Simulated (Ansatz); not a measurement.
Runs of Ansatz 0.2.0 on AlN. The structure is cubic, space group F-43m (No. 216). Conventional cell: a = 4.368 Å, b = 4.368 Å, c = 4.368 Å, α = 90.00°, β = 90.00°, γ = 90.00°. Around Al (site symmetry -43m) lie 4 N at 1.89 Å. Around N (site symmetry -43m) lie 4 Al at 1.89 Å. Measurements of this composition are mostly on another form, of space group No. 186.

```csv
task,level,cell,k mesh,cutoff (eV),smearing,basis error allowed,mesh quality,gap on the mesh (eV),pressure (GPa)
elastic constants,LDA,as given,7 × 7 × 7,404,fermi-dirac 0.05 eV,0.001 eV/atom,not flagged,3.54,-3.6
single point,PBE,as given,5 × 5 × 5,329,fermi-dirac 0.02 eV,0.003 eV/atom,coarse,(a),4.8
elastic constants,PBEsol,as given,7 × 7 × 7,403,fermi-dirac 0.05 eV,0.001 eV/atom,not flagged,3.49,(b)
single point,PBE,as given,10 × 10 × 10,378,gaussian 0.024 eV,0.001 eV/atom,not flagged,3.32,4.8
single point,PBE,as given,10 × 10 × 10,378,gaussian 0.012 eV,0.001 eV/atom,not flagged,3.32,4.8
single point,BLYP,as given,10 × 10 × 10,378,tetrahedron,0.001 eV/atom,not flagged,3.68,7.9
band structure,RPBE,as given,10 × 10 × 10,377,fermi-dirac 0.05 eV,0.001 eV/atom,not flagged,3.36,8.4
relaxation of cell and atoms,BLYP+D4,relaxed,10 × 10 × 10,-,fermi-dirac 0.05 eV,0.001 eV/atom,not flagged,3.68,0.0
```

Alike in all rows: potentials or basis all-electron LAPW, scalar-relativistic; no spin polarisation.

Task: Estimate the missing entries.

Result: (a) 3.89; (b) 1.2.

Caveats: some runs use coarse meshes; an odd mesh through Γ misses points on the zone boundary, where band edges often lie (some runs); the cell is more than 3 GPa from zero pressure, which shifts response properties (some runs); with tetrahedron occupations forces and stress needn't match the slope of the energy (some runs).
